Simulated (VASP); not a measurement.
The system is HfO2.

```
CELL_PARAMETERS angstrom
0.00000 2.55750 2.55750
2.55750 0.00000 2.55750
2.55750 2.55750 0.00000
ATOMIC_POSITIONS crystal
Hf 0.00000 0.00000 0.00000
O 0.75000 0.75000 0.75000
O 0.25000 0.25000 0.25000
```

Measurements of this composition are mostly on another form, of space group No. 14.

Base run:

| Item | Value |
| --- | --- |
| Program | VASP 6.6.1 |
| Functional | HSE03 |
| Potentials or basis | VASP PAW PBE potentials, release 64 (Hf_pv, O) |
| Cutoff | 520 eV |
| k mesh | 6 × 6 × 6 |
| Occupations | gaussian, width 0.02 eV |
| Spin | no spin polarisation |

Its results: band gap on the k mesh 5.00 eV, direct; pressure -13.0 GPa.

Q: The run is repeated on the same cell with these changes: functional from HSE03 to PBE0. What comes out?

A: Band gap on the k mesh 6.01 eV, direct; pressure -13.2 GPa.

Caveats: the PAW data sets were made with another functional, which shifts forces and pressure a little; spin-orbit coupling is left out, which moves the levels of the heavy elements.
